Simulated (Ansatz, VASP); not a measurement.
**Al in VASP and in Ansatz**

```
Al
1.0
     2.66468    0.00000    0.00000
    -1.33234    2.30768    0.00000
     0.00000    0.00000    2.68696
Al
1
Direct
  0.00000 0.00000 0.00000
```

Alike in both runs: task relaxation of shape and atoms at fixed volume; functional PBE; k mesh 16 × 16 × 15; occupations fermi-dirac, width 0.08 eV; no spin polarisation.

|  | VASP | Ansatz |
| --- | --- | --- |
| version | VASP 6.6.1 | Ansatz 0.2.0 |
| potentials or method | VASP PAW PBE potentials, release 64 (Al) | PAW with Ansatz's default frozen-core files, scalar-relativistic |
| plane-wave cutoff (eV) | 600 | 420 |
| valence electrons in the cell | 3 | 3 |

|  | VASP | Ansatz | Ansatz less VASP |
| --- | --- | --- | --- |
| relaxed volume (Å³/atom) | 16.52 | 16.52 | 0.000 |
| relaxed cell length with the largest relative difference (Å) | 2.676 | 2.676 | -0.0001 |
